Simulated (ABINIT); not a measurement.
AlRu in ABINIT: convergence with pawecutdg

Crystal: AlRu.

```
CELL_PARAMETERS angstrom
2.99160 0.00000 0.00000
0.00000 2.99160 0.00000
0.00000 0.00000 2.99160
ATOMIC_POSITIONS crystal
Ru 0.49700 0.51102 0.48780
Al 0.99568 0.99117 0.01002
```

The cell isn't the ideal one: atoms moved at random, drawn with an rms of 0.05 Å.

```yaml
Program: ABINIT 10.8.3 (patched build)
Task: single point
Functional: PBE
Potentials_or_basis: JTH PAW PBE v2.0
Cutoff: 408 eV
k_mesh: 9 × 9 × 9
Occupations: cold (ABINIT), width 0.1 eV
Spin: no spin polarisation
```

These are the settings of the first run; the series varies pawecutdg, with any setting tied to it.

Hardware: 1 thread of Arm Neoverse V1 (shared host).

```
pawecutdg  energy less the tightest run (meV/atom)  pressure (GPa)  largest force (eV/Å)  SCF cycles  CPU time (s)  peak memory (GiB)
    15 Ha                                     0.06            3.04                 0.680          10            55               0.17
       18                                    -0.27            3.15                 0.718          10            55               0.17
     22.5                                    -0.05            3.12                 0.705          10            56               0.17
       27                                    -0.03            3.13                 0.708          10            55               0.17
       33                                    -0.01            3.13                 0.708          10            56               0.17
     40.5                                     0.00            3.13                 0.707          11            60               0.18
     49.5                                     0.00            3.13                 0.707          11            60               0.18
```

Against the tightest run, the energy stays within 1 meV/atom from 15 Ha on; the pressure stays within 0.1 GPa from 15 Ha on; the largest force stays within 0.005 eV/Å from 22.5 on. The tightest run that finished is the yardstick and may itself not be fully converged.
